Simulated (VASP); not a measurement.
## H18CO10: single point with PBE

The system is H18CO10.

```
CELL_PARAMETERS angstrom
6.71657 0.00000 0.00000
0.00000 6.71657 0.00000
0.00000 0.00000 6.71657
ATOMIC_POSITIONS crystal
O 0.41681 0.82006 0.90463
O 0.92415 0.84052 0.46647
O 0.66543 0.56216 0.61540
O 0.32789 0.49186 0.06261
O 0.14110 0.10769 0.74897
O 0.39551 0.94440 0.27892
O 0.71468 0.17777 0.84290
O 0.27591 0.49862 0.46201
O 0.75272 0.18210 0.31869
O 0.05286 0.18003 0.16718
H 0.54595 0.88008 0.86992
H 0.41195 0.85556 0.04936
H 0.99396 0.90088 0.58365
H 0.82599 0.75665 0.53416
H 0.52429 0.56154 0.57998
H 0.74178 0.47139 0.53770
H 0.35322 0.61442 0.98087
H 0.24000 0.40872 0.98794
H 0.21635 0.21423 0.68082
H 0.24108 0.01218 0.80465
H 0.48413 0.05856 0.27349
H 0.26432 0.00641 0.26594
H 0.66936 0.31047 0.81495
H 0.85378 0.17558 0.83245
H 0.16522 0.59907 0.45898
H 0.31832 0.48703 0.32228
H 0.80502 0.04066 0.35386
H 0.85966 0.42781 0.19626
C 0.90268 0.26584 0.21320
```

The cell was built by a generator and needn't be a form met in nature.

- Program: VASP 6.6.1
- Task: single point
- Functional: PBE
- Potentials or basis: VASP PAW PBE potentials, release 64 (O, H, C)
- Cutoff: 520 eV
- k mesh: 1 × 1 × 1
- Occupations: fermi-dirac, width 0.02 eV
- Spin: no spin polarisation
- Dipole correction: no
- Further INCAR settings: LREAL = Auto; ALGO = Fast; EDIFF = 1e-06; NBANDS = 61

| Item | Value |
| --- | --- |
| Pressure | 1.0 GPa |
| Largest force | 2.297 eV/Å |
| Band gap on the k mesh | 4.89 eV, direct |

Forces on the atoms (eV/Å):
```
O    0.421  0.953 -0.254
O    0.744  0.479  0.690
O    0.442  1.049  1.313
O    0.490  0.427  0.241
O    0.400 -0.002 -0.259
O   -0.182 -0.012 -0.097
O   -2.036 -0.942  0.497
O   -0.830  0.625  0.819
O    0.710 -1.010  0.043
O    0.940 -0.117 -0.510
H   -0.177 -0.157 -0.378
H   -0.204  0.359  0.413
H   -0.005  0.278 -0.768
H   -0.833 -0.457  0.008
H   -0.499 -0.313 -0.629
H   -0.134 -0.961 -0.762
H    0.208 -0.684  0.093
H   -0.536 -0.701 -0.201
H   -0.244 -0.522  0.012
H   -0.163  0.360 -0.140
H    0.382  0.267  0.072
H   -0.323  0.000  0.037
H   -0.144  0.736 -0.205
H    2.200 -0.007 -0.329
H    1.033 -0.639 -0.074
H   -0.242  0.083 -0.525
H   -0.261  0.517  0.270
H    0.637 -0.474 -0.473
C   -1.796  0.866  1.097
```

Stress tensor (GPa, compression positive):
```
 1.19  1.27 -0.94
 1.27 -0.08  0.56
-0.94  0.56  2.00
```

Levels at points of the mesh, in eV from the valence-band top:
```csv
k point,band 39,band 40,band 41,band 42,band 43,band 44
"(0.00, 0.00, 0.00)",-0.30,-0.20,0.00,4.89,5.14,7.47
```

Run time: 23 s on 1 thread of Intel(R) Xeon(R) Platinum 8559C (Emerald Rapids) (shared host), peak memory 0.33 GiB.

Caveat: the standard files for N, O and F lose accuracy on very short bonds. Expect the measured gap to be larger: semilocal functionals such as PBE lack the derivative discontinuity.
